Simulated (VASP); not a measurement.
# Sb: phonons with PBE+D3(BJ)

The system is Sb.

```
Sb
1.0
     2.16208    1.24828    3.67680
    -2.16208    1.24828    3.67680
     0.00000   -2.49656    3.67680
Sb
2
Direct
  0.23648 0.23648 0.23648
  0.76352 0.76352 0.76352
```

```json
{"Program": "VASP 6.6.1", "Task": "phonons", "Functional": "PBE", "Dispersion": "D3(BJ)", "Potentials or basis": "VASP PAW PBE potentials, release 64 (Sb)", "Cutoff": "600 eV", "k mesh": "19 × 19 × 19", "Occupations": "methfessel-paxton, width 0.2 eV", "Spin": "no spin polarisation", "By perturbation theory": "no", "Further INCAR settings": "ALGO = Normal; EDIFF = 1e-08; IBRION = 6; POTIM = 0.015; NSW = 1"}
```

| Property | Result |
| --- | --- |
| Relaxed volume | 29.68 Å³/atom |
| Relaxed cell | a = 4.435 Å, b = 4.435 Å, c = 4.435 Å, α = 58.36°, β = 58.36°, γ = 58.36° |
| Space group after relaxing (to 0.05 Å) | R-3m (No. 166) |
| Highest phonon frequency at Γ | 138 cm⁻¹ |
| Dispersion energy per atom | -0.481 eV |

The path:
| step | energy change (eV) | largest force (eV/Å) | pressure (GPa) | volume (Å³) |
| --- | --- | --- | --- | --- |
| 1 | 0.0000 | 0.0294 | -0.02 | 59.54 |
| 2 | -0.0001 | 0.0200 | -0.02 | 59.51 |
| 3 | -0.0002 | 0.0043 | -0.04 | 59.42 |
| 4 | -0.0002 | 0.0030 | 0.05 | 59.32 |
| 5 | -0.0002 | 0.0007 | 0.03 | 59.35 |
| 6 | -0.0002 | 0.0008 | 0.01 | 59.36 |

Final structure:
```
Sb
1.0
     2.16225    1.24838    3.66499
    -2.16225    1.24838    3.66499
     0.00000   -2.49675    3.66499
Sb
2
Cartesian
  0.0000 0.0000 2.6055
  0.0000 0.0000 8.3894
```

Phonon frequencies in cm⁻¹ (negative: imaginary):
```csv
q point,frequencies
"(0.000, 0.000, 0.000)",0 0 0 87 87 138
```

Run time: 16 min on 2 MPI ranks on Intel(R) Xeon(R) Platinum 8488C (Sapphire Rapids), on a shared host, peak memory 3 GiB a rank.

The run has no spin-orbit coupling, so splittings on Sb are missing.
